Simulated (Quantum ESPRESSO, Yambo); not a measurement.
An input for Quantum ESPRESSO 7.5 (CdS (Greenockite)):

```
&control
  calculation = 'nscf'
  prefix = 'x'
  outdir = 'o'
  pseudo_dir = 'pseudo'
/
&system
  ibrav = 0
  nat = 4
  ntyp = 2
  ecutwfc = 94.0
  nbnd = 172
  force_symmorphic = .true.
/
&electrons
  conv_thr = 1e-9
  electron_maxstep = 80
  diago_full_acc = .true.
  diago_thr_init = 5e-6
/
ATOMIC_SPECIES
  Cd 112.41 Cd.upf
  S 32.06 S.upf
CELL_PARAMETERS angstrom
  4.1370000000 -0.0000000000 0.0000000000
  -2.0685000000 3.5827470955 0.0000000000
  0.0000000000 0.0000000000 6.7144000000
ATOMIC_POSITIONS crystal
  Cd 0.6666666667 0.3333333333 0.0000000000
  Cd 0.3333333333 0.6666666667 0.5000000000
  S 0.6666666667 0.3333333333 0.3750000000
  S 0.3333333333 0.6666666667 0.8750000000
K_POINTS automatic
  3 3 2 0 0 0
```

```sh
OMP_NUM_THREADS=1 mpirun -n 8 pw.x -nk 4 -in pw.in > pw.out
```

Estimate wall time and host memory on 8 MPI ranks of Arm Neoverse V2, shared host.

It took 31 s; on shared hardware allow 16 s to 63 s. Peak host memory was 1.0 GiB.

[Paths, hosts, dates, memory and timing lines, banners, echoed tables and standing remarks are left out of the program output.]

[Logs are printed without paths, hosts, clocks, repeated set-up lines and the standing remarks that a program may print on its own settings, such as how far it seeks lower states.]

[Runs of the session that timed out or met a known fault of the program may be left out.]

[Hosts, paths, dates, database ids (printed as entryN), source tags and the programs' standing remarks are cut or masked in the printed files.]
